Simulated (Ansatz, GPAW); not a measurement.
## CdS: 3 runs at one level of theory

```xyz
2
Lattice="0.0000 2.9165 2.9165 2.9165 0.0000 2.9165 2.9165 2.9165 0.0000" Properties=species:S:1:pos:R:3 pbc="T T T"
Cd    0.0000    0.0000    0.0000
S     4.3748    4.3748    4.3748
```

Alike in all runs: task band structure; functional revPBE; k mesh 8 × 8 × 8; occupations fermi-dirac, width 0.05 eV; no spin polarisation; no spin-orbit coupling. Pressure is positive in compression and, in plane waves, holds the error of the finite cutoff, which Ansatz's Pulay term estimates and takes out. Gaps are the smaller of the mesh's and the band path's.

```csv
program and potentials,plane-wave cutoff (eV),notes,band gap (eV),pressure (GPa)
"Ansatz, Ansatz PAW",420,"potentials made for PBE, which Ansatz adapts in part; 13 valence electrons an atom on average; Pulay term of +0.04 GPa included",1.28,4.49
"Ansatz, all-electron LAPW, scalar-relativistic",-,-,?,?
"GPAW, the program's PAW data sets (release 1.2.1) made for this functional",600,9 valence electrons an atom on average,1.26,4.24
```

Estimate from the other rows what the run with Ansatz, all-electron LAPW, scalar-relativistic gave.

Band gap 1.28 eV; pressure 4.52 GPa. The other rows, which needn't bracket it: band gap 1.26 to 1.28; pressure 4.24 to 4.49.
